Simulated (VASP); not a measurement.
BaS (strained zincblende): a PBE single-point calculation in VASP

INCAR

```
PREC = Accurate
LCHARG = .FALSE.
ENCUT = 520
LASPH = .TRUE.
GGA = PE
LWAVE = .FALSE.
EDIFF = 1E-7
NELM = 120
LREAL = .FALSE.
NSW = 0
IBRION = -1
SIGMA = 0.02
ISMEAR = -1
ISIF = 2
NBANDS = 15
```

KPOINTS

```
KPOINTS created by Atomic Simulation Environment
0
Gamma
6 6 6
0 0 0
```

KPOINTS_OPT

```
special points
6
Reciprocal
0.0000000000 0.0000000000 0.0000000000 1
-0.5000000000 -0.5000000000 0.0000000000 1
-0.3750000000 -0.3750000000 0.2500000000 1
-0.3750000000 0.0000000000 0.3750000000 1
0.0000000000 0.0000000000 0.5000000000 1
-0.5000000000 -0.2500000000 0.2500000000 1
```

POSCAR

```
Ba S
 1.0000000000000000
    -0.3439649086000000    3.3739416861999998    3.3739416861999998
     3.3739416861999998   -0.3439649086000000    3.3739416861999998
     3.3739416861999998    3.3739416861999998   -0.3439649086000000
 Ba  S
   1   1
Cartesian
 -0.0753922433324558 -0.0753922433324558 -0.0753922433324558
  1.6763718592824557  1.6763718592824557  1.6763718592824555
```

VASP ran with the recommended PBE PAW datasets (16 valence electrons in the cell).

Command

```
mpirun -np 1 vasp_std
```

OSZICAR

```
N       E                     dE             d eps       ncg     rms          rms(c)
DAV:   1     0.894326492610E+02    0.89433E+02   -0.63267E+03   960   0.883E+02
DAV:   2    -0.397142641644E+01   -0.93404E+02   -0.84785E+02  1336   0.163E+02
DAV:   3    -0.104959182991E+02   -0.65245E+01   -0.64736E+01  1350   0.466E+01
DAV:   4    -0.106683638176E+02   -0.17245E+00   -0.17242E+00  1331   0.747E+00
DAV:   5    -0.106702696620E+02   -0.19058E-02   -0.19058E-02  1408   0.697E-01    0.492E+00
DAV:   6    -0.969473126179E+01    0.97554E+00   -0.13682E+00  1107   0.632E+00    0.330E+00
DAV:   7    -0.965889679716E+01    0.35834E-01   -0.38211E-01  1177   0.301E+00    0.243E+00
DAV:   8    -0.966980787265E+01   -0.10911E-01   -0.36233E-02  1149   0.118E+00    0.722E-01
DAV:   9    -0.967995239046E+01   -0.10145E-01   -0.15779E-02   988   0.854E-01    0.383E-01
DAV:  10    -0.968290612726E+01   -0.29537E-02   -0.12681E-03  1184   0.198E-01    0.132E-01
DAV:  11    -0.968431954802E+01   -0.14134E-02   -0.18984E-03   981   0.220E-01    0.329E-02
DAV:  12    -0.968435989997E+01   -0.40352E-04   -0.10569E-04  1390   0.492E-02    0.333E-02
DAV:  13    -0.968438010328E+01   -0.20203E-04   -0.27060E-05  1030   0.317E-02    0.124E-02
DAV:  14    -0.968438120512E+01   -0.11018E-05   -0.12134E-06  1345   0.705E-03    0.367E-03
DAV:  15    -0.968438140784E+01   -0.20271E-06   -0.81442E-07  1030   0.526E-03    0.118E-03
DAV:  16    -0.968438139590E+01    0.11941E-07   -0.37941E-08  1110   0.112E-03
   1 F= -.96843814E+01 E0= -.96843814E+01  d E =-.414197E-10
       N       E                     dE             ncg
DAV:   1     0.343095009970E+03   -0.25761E+04      180
DAV:   2    -0.190571639184E+03   -0.53367E+03      230
DAV:   3    -0.226422359868E+03   -0.35851E+02      273
DAV:   4    -0.227337452158E+03   -0.91509E+00      231
DAV:   5    -0.227352325259E+03   -0.14873E-01      266
DAV:   6    -0.227352690231E+03   -0.36497E-03      231
DAV:   7    -0.227352703723E+03   -0.13492E-04      266
DAV:   8    -0.227352704295E+03   -0.57195E-06      219
DAV:   9    -0.227352704312E+03   -0.17151E-07      182
```

From OUTCAR

```
k-points           NKPTS =     32   k-points in BZ     NKDIM =     32   number of bands    NBANDS=     15

   NELECT =      16.0000    total number of electrons

   dimension x,y,z NGX =    36 NGY =   36 NGZ =   36
   dimension x,y,z NGXF=    72 NGYF=   72 NGZF=   72

  energy-cutoff  :      520.00
  volume of cell :       88.52
      direct lattice vectors                 reciprocal lattice vectors
    -0.343964909  3.373941686  3.373941686    -0.127260912  0.141707652  0.141707652
     3.373941686 -0.343964909  3.373941686     0.141707652 -0.127260912  0.141707652
     3.373941686  3.373941686 -0.343964909     0.141707652  0.141707652 -0.127260912

 k-points in reciprocal lattice and weights: KPOINTS created by Atomic Simulation Env
   0.00000000  0.00000000  0.00000000       0.005
   0.16666667  0.00000000  0.00000000       0.028
   0.33333333 -0.00000000 -0.00000000       0.028
   0.50000000 -0.00000000 -0.00000000       0.014
   0.16666667  0.16666667  0.00000000       0.028
   0.33333333  0.16666667 -0.00000000       0.056
   0.50000000  0.16666667 -0.00000000       0.056
  -0.33333333  0.16666667  0.00000000       0.056
   ...

 E-fermi :   0.2223

 k-point     1 :       0.0000    0.0000    0.0000
  band No.  band energies     occupation
      1     -26.4544      2.00000
      2     -11.6488      2.00000
      3     -11.6112      2.00000
      4     -11.6112      2.00000
      5     -10.0402      2.00000
      6      -0.8863      2.00000
      7      -0.8863      2.00000
      8      -0.5529      2.00000
      9       2.4681      0.00000
     10       4.7118      0.00000
     11       4.7118      0.00000
     12       6.2789      0.00000
     13       6.8229      0.00000
     14       6.8229      0.00000
     15       8.6366      0.00000

 k-point     2 :       0.1667    0.0000    0.0000
  band No.  band energies     occupation
      1     -26.4514      2.00000
      2     -11.8027      2.00000
      3     -11.6247      2.00000
      4     -11.6155      2.00000
      5      -9.8713      2.00000
      6      -0.9556      2.00000
      7      -0.7961      2.00000
      8      -0.5386      2.00000
      9       3.0038      0.00000
     10       4.4289      0.00000
     11       4.6985      0.00000
     12       6.2785      0.00000
     13       6.7118      0.00000
     14       6.7660      0.00000
     15       7.8475      0.00000

 k-point     3 :       0.3333   -0.0000   -0.0000
  band No.  band energies     occupation
      1     -26.4454      2.00000
      2     -12.0573      2.00000
      3     -11.6380      2.00000
      4     -11.6242      2.00000
      5      -9.6044      2.00000
      6      -0.9837      2.00000
      7      -0.6100      2.00000
      8      -0.4997      2.00000
      9       3.9050      0.00000
     10       4.1587      0.00000
     11       4.9077      0.00000
     12       5.6387      0.00000
     13       6.0858      0.00000
     14       6.7157      0.00000
     15       7.5335      0.00000

 k-point     4 :       0.5000   -0.0000   -0.0000
  band No.  band energies     occupation
      1     -26.4424      2.00000
      2     -12.1649      2.00000
      3     -11.6443      2.00000
      4     -11.6284      2.00000
      5      -9.4933      2.00000
      6      -0.9370      2.00000
      7      -0.5144      2.00000
      8      -0.4941      2.00000
      9       4.0945      0.00000
     10       4.1551      0.00000
     11       4.8909      0.00000
     12       5.6125      0.00000
     13       6.0129      0.00000
     14       6.3349      0.00000
     15       7.8572      0.00000

 k-point     5 :       0.1667    0.1667    0.0000
  band No.  band energies     occupation
      1     -26.4496      2.00000
      2     -11.8301      2.00000
      3     -11.6387      2.00000
      4     -11.6307      2.00000
      5      -9.8309      2.00000
      6      -1.0124      2.00000
      7      -0.7482      2.00000
      8      -0.5359      2.00000
      9       3.2571      0.00000
     10       4.0587      0.00000
     11       4.9577      0.00000
     12       6.2768      0.00000
     13       6.6946      0.00000
     14       6.8102      0.00000
     15       8.5389      0.00000

 k-point     6 :       0.3333    0.1667   -0.0000
  band No.  band energies     occupation
      1     -26.4443      2.00000
      2     -12.0292      2.00000
      3     -11.6575      2.00000
      4     -11.6448      2.00000
      5      -9.6147      2.00000
      6      -1.0720      2.00000
      7      -0.6070      2.00000
      8      -0.4470      2.00000
      9       3.6556      0.00000
     10       4.1629      0.00000
     11       5.1784      0.00000
     12       5.7296      0.00000
     13       6.5592      0.00000
     14       6.7506      0.00000
     15       7.9587      0.00000

 k-point     7 :       0.5000    0.1667   -0.0000
  band No.  band energies     occupation
      1     -26.4407      2.00000
      2     -12.1605      2.00000
      3     -11.6844      2.00000
      4     -11.6469      2.00000
      5      -9.4555      2.00000
      6      -0.9497      2.00000
      7      -0.5824      2.00000
      8      -0.3752      2.00000
      9       3.5805      0.00000
     10       4.1932      0.00000
     11       5.1742      0.00000
     12       6.0653      0.00000
     13       6.2283      0.00000
     14       6.5892      0.00000
     15       8.0432      0.00000

 k-point     8 :      -0.3333    0.1667    0.0000
  band No.  band energies     occupation
      1     -26.4424      2.00000
      2     -12.1187      2.00000
      3     -11.6972      2.00000
      4     -11.6368      2.00000
      5      -9.4765      2.00000
      6      -0.8960      2.00000
      7      -0.6132      2.00000
      8      -0.4195      2.00000
      9       3.6323      0.00000
     10       4.2651      0.00000
     11       4.7968      0.00000
     12       5.6178      0.00000
     13       6.2338      0.00000
     14       7.2923      0.00000
     15       7.8270      0.00000

 k-point     9 :      -0.1667    0.1667    0.0000
  band No.  band energies     occupation
      1     -26.4478      2.00000
      2     -11.9466      2.00000
      3     -11.6699      2.00000
      4     -11.6234      2.00000
      5      -9.6721      2.00000
      6      -0.9793      2.00000
      7      -0.6571      2.00000
      8      -0.5138      2.00000
      9       3.5575      0.00000
     10       4.3454      0.00000
     11       4.5555      0.00000
     12       5.5888      0.00000
     13       6.5259      0.00000
     14       7.1205      0.00000
     15       7.9828      0.00000

 k-point    10 :       0.3333    0.3333    0.0000
  band No.  band energies     occupation
      1     -26.4401      2.00000
      2     -12.1063      2.00000
      3     -11.6927      2.00000
      4     -11.6643      2.00000
      5      -9.5136      2.00000
      6      -1.1932      2.00000
      7      -0.4469      2.00000
      8      -0.3450      2.00000
      9       3.3180      0.00000
     10       4.6072      0.00000
     11       5.5716      0.00000
     12       5.7294      0.00000
     13       6.3313      0.00000
     14       6.8096      0.00000
     15       8.9958      0.00000

 k-point    11 :       0.5000    0.3333   -0.0000
  band No.  band energies     occupation
      1     -26.4371      2.00000
      2     -12.1874      2.00000
      3     -11.7261      2.00000
      4     -11.6682      2.00000
      5      -9.4024      2.00000
      6      -1.1225      2.00000
      7      -0.4400      2.00000
      8      -0.2429      2.00000
      9       3.2299      0.00000
     10       4.2570      0.00000
     11       5.6026      0.00000
     12       6.1006      0.00000
     13       6.5677      0.00000
     14       7.1393      0.00000
     15       8.6263      0.00000

 k-point    12 :      -0.3333    0.3333    0.0000
  band No.  band energies     occupation
      1     -26.4383      2.00000
      2     -12.1770      2.00000
      3     -11.7497      2.00000
      4     -11.6548      2.00000
      5      -9.3772      2.00000
      6      -0.8994      2.00000
      7      -0.6087      2.00000
      8      -0.2644      2.00000
      9       3.1730      0.00000
     10       4.2115      0.00000
     11       5.0521      0.00000
     12       6.2706      0.00000
     13       6.6613      0.00000
     14       7.5114      0.00000
     15       8.3521      0.00000

 k-point    13 :       0.5000    0.5000   -0.0000
  band No.  band energies     occupation
      1     -26.4354      2.00000
      2     -12.2187      2.00000
      3     -11.7192      2.00000
      4     -11.6809      2.00000
      5      -9.3860      2.00000
      6      -1.2243      2.00000
      7      -0.2798      2.00000
      8      -0.2480      2.00000
      9       3.2470      0.00000
     10       4.3052      0.00000
     11       5.7432      0.00000
     12       6.0238      0.00000
     13       6.2921      0.00000
     14       7.9664      0.00000
     15       8.4633      0.00000

 ...

  Total       -0.3546353     -0.3546353     -0.3546353      0.3024457      0.3024457      0.3024457
  in kB       -6.4187397     -6.4187397     -6.4187397      5.4741321      5.4741321      5.4741321
  external PRESSURE =      -6.4187397 kB  Pullay stress =       0.0000000 kB

 POSITION                                       TOTAL-FORCE (eV/Angst)
 -----------------------------------------------------------------------------------
      6.32853      6.32853      6.32853         0.003749      0.003749      0.003749
      1.67637      1.67637      1.67637        -0.003749     -0.003749     -0.003749
 -----------------------------------------------------------------------------------
    total drift:                                0.000033      0.000033      0.000033

  FREE ENERGIE OF THE ION-ELECTRON SYSTEM (eV)
  ---------------------------------------------------
  free  energy   TOTEN  =        -9.6843813959 eV

  energy  without entropy=       -9.6843813959  energy(sigma->0) =       -9.68438140
```

```yaml
gap_between_bands_v_and_c: 2.66 eV
least_direct_gap: 3.02 eV
pressure: -0.6 GPa
```

Band v is the last that the valence electrons fill when counted band by band, and c is the next.

The run took about 42 s on one core of a shared host (Intel Xeon Platinum 8488C) and held 0.22 GiB at most.
